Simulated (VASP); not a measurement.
VASP inputs for NaH (strained measured structure)

INCAR

```
GGA = PE
LASPH = .TRUE.
SIGMA = 0.02
NSW = 0
LCHARG = .FALSE.
ISIF = 2
NBANDS = 11
LREAL = .FALSE.
PREC = Accurate
EDIFF = 1E-7
IBRION = -1
ENCUT = 520
ISMEAR = -1
LWAVE = .FALSE.
NELM = 120
```

KPOINTS

```
KPOINTS created by Atomic Simulation Environment
0
Gamma
10 10 10
0 0 0
```

KPOINTS_OPT

```
special points
8
Reciprocal
0.0000000000 0.0000000000 0.0000000000 1
0.5000000000 0.0000000000 0.5000000000 1
0.6250000000 0.2500000000 0.6250000000 1
0.3750000000 0.3750000000 0.7500000000 1
0.5000000000 0.5000000000 0.5000000000 1
0.5000000000 0.2500000000 0.7500000000 1
0.3072920000 -0.5000000000 -0.1927080000 1
0.0000000000 0.0000000000 0.5000000000 1
```

POSCAR

```
Na H
 1.0000000000000000
     0.0000000000000000    2.3975116422000000    2.2829105856999998
     2.3975116422000000    0.0000000000000000    2.2829105856999998
     2.3975116422000000    2.3975116422000000    0.0000000000000000
 Na  H
   1   1
Cartesian
  0.0000000000000000  0.0000000000000000  0.0000000000000000
  2.3975116421999996  2.3975116421999996  2.2829105856999994
```

VASP ran with the recommended PBE PAW datasets (8 valence electrons in the cell).

Q: Estimate the main results of this run.

A: gap between bands v and c 3.85 eV; least direct gap 4.78 eV; pressure 2.0 GPa.

Band v is the last that the valence electrons fill when counted band by band, and c is the next. Levels in eV from the top of v:

```csv
point,v−1,v,c,c+1
Γ,-22.00,-3.86,10.99,16.05
X,-22.04,-0.32,4.55,10.46
K,-22.06,-0.09,5.86,6.45
L,-22.02,-0.92,3.85,11.22
W,-22.06,-0.02,5.95,6.56
```
